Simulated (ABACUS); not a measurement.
Input of an ABACUS 3.10.1 run:

run_abacus.py

```python
"""Relaxation by an ASE optimiser with ABACUS as a small file-based calculator."""
import re
import subprocess
import numpy as np
from ase.calculators.calculator import Calculator, all_changes
from ase.filters import FrechetCellFilter
from ase.io import read
from ase.optimize import BFGSLineSearch
from ase.stress import full_3x3_to_voigt_6_stress
from ase.units import Bohr, GPa

atoms = read("MnS.xyz")
atoms = atoms[(-atoms.numbers).argsort(kind="stable")]  # ABACUS lists atoms element by element
pseudo = {'Mn': 'Mn_ONCV_PBE-1.2.upf', 'S': 'S_ONCV_PBE-1.2.upf'}
orbital = {'Mn': 'Mn_confined-atom_7au_3s2p2d1f.orb', 'S': 'S_confined-atom_7au_2s2p1d.orb'}
magmoms = [4.0, 0.0]
kmesh = [7, 7, 7]
params = {
    'suffix': 'MnS',
    'calculation': 'scf',
    'basis_type': 'lcao',
    'pseudo_dir': './',
    'orbital_dir': './',
    'symmetry': 1,
    'dft_functional': 'MGGA_X_R2SCAN+MGGA_C_R2SCAN',
    'ecutwfc': 100,
    'pseudo_rcut': 10,
    'nspin': 2,
    'nbands': 17,
    'ks_solver': 'genelpa',
    'smearing_method': 'fd',
    'smearing_sigma': 0.00367493,
    'scf_thr': 1e-07,
    'scf_nmax': 100,
    'mixing_type': 'broyden',
    'mixing_beta': 0.4,
    'cal_force': 1,
    'cal_stress': 1,
    'mixing_tau': 1,
    'out_mul': 1,
}

def write_input(atoms):
    symbols = atoms.get_chemical_symbols()
    elements = list(dict.fromkeys(symbols))
    lines = ["ATOMIC_SPECIES"] + [f"{e} {atoms.get_masses()[symbols.index(e)]:.4f} {pseudo[e]}" for e in elements]
    if orbital:
        lines += ["", "NUMERICAL_ORBITAL"] + [orbital[e] for e in elements]
    lines += ["", "LATTICE_CONSTANT", f"{1 / Bohr:.10f}", "", "LATTICE_VECTORS"]
    lines += [" ".join(f"{x:.10f}" for x in v) for v in atoms.cell]
    lines += ["", "ATOMIC_POSITIONS", "Direct"]
    for e in elements:
        lines += ["", e, "0.0", str(symbols.count(e))]
        for i, p in enumerate(atoms.get_scaled_positions(wrap=False)):
            if symbols[i] == e:
                mag = "" if magmoms is None else " mag " + " ".join(str(x) for x in (magmoms[i] if isinstance(magmoms[i], list) else [magmoms[i]]))
                lines.append(" ".join(f"{x:.10f}" for x in p) + " 1 1 1" + mag)
    open("STRU", "w").write("\n".join(lines) + "\n")
    open("KPT", "w").write("K_POINTS\n0\nGamma\n%d %d %d 0 0 0\n" % tuple(kmesh))
    open("INPUT", "w").write("INPUT_PARAMETERS\n" + "".join(f"{k:<20s}{v}\n" for k, v in params.items()))

class Abacus(Calculator):
    implemented_properties = ["energy", "free_energy", "forces", "stress"]

    def calculate(self, atoms=None, properties=("energy",), system_changes=all_changes):
        super().calculate(atoms, properties, system_changes)
        write_input(self.atoms)
        subprocess.run(['mpirun', '-np', '4', 'abacus'], check=True)
        log = open("OUT.MnS/running_scf.log").read()
        if "charge density convergence is achieved" not in log:
            raise RuntimeError("SCF not converged")
        rows = lambda title, n: np.array([l.split()[-3:] for l in log.split(title)[-1].split("\n")[2:2 + n]], float)
        energy = float(re.findall(r"FINAL_ETOT_IS (\S+)", log)[-1])
        stress = -rows("TOTAL-STRESS", 3) / 10 * GPa  # ABACUS prints kbar, compression positive
        self.results = dict(energy=energy, free_energy=energy, forces=rows("TOTAL-FORCE", len(self.atoms)), stress=full_3x3_to_voigt_6_stress(stress))

atoms.calc = Abacus()
opt = BFGSLineSearch(FrechetCellFilter(atoms), logfile="opt.log", trajectory="relax.traj")
print("optimiser converged:", opt.run(fmax=0.01, steps=60))
```

Contents of MnS.xyz:

```xyz
2
Lattice="0.0000000000 2.6045000000 2.6045000000 2.6045000000 0.0000000000 2.6045000000 2.6045000000 2.6045000000 0.0000000000" Properties=species:S:1:pos:R:3 pbc="T T T"
Mn     0.0000000000      0.0000000000      0.0000000000
S      2.6045000000      2.6045000000      2.6045000000
```

Potentials or basis: SG15 ONCV 1.2 PBE, DZP LCAO (the cutoffs set its grid).

The run is started by

```sh
$ OMP_NUM_THREADS=1 python run_abacus.py > log
```

(1) Estimate the site moments.

(2) Estimate the space group after relaxing (to 0.05 Å).

Answers

(1) Mn +4.95; S +0.05 μB.

(2) Fm-3m (No. 225).

Caveat: the atomic orbitals were generated for these runs and aren't a published set; the potentials were made for another functional, which shifts forces and pressure; the basis of atomic orbitals isn't converged, which shifts pressures, moduli and gaps; a cell with one magnetic atom can't hold antiferromagnetic order, which such compounds often take.
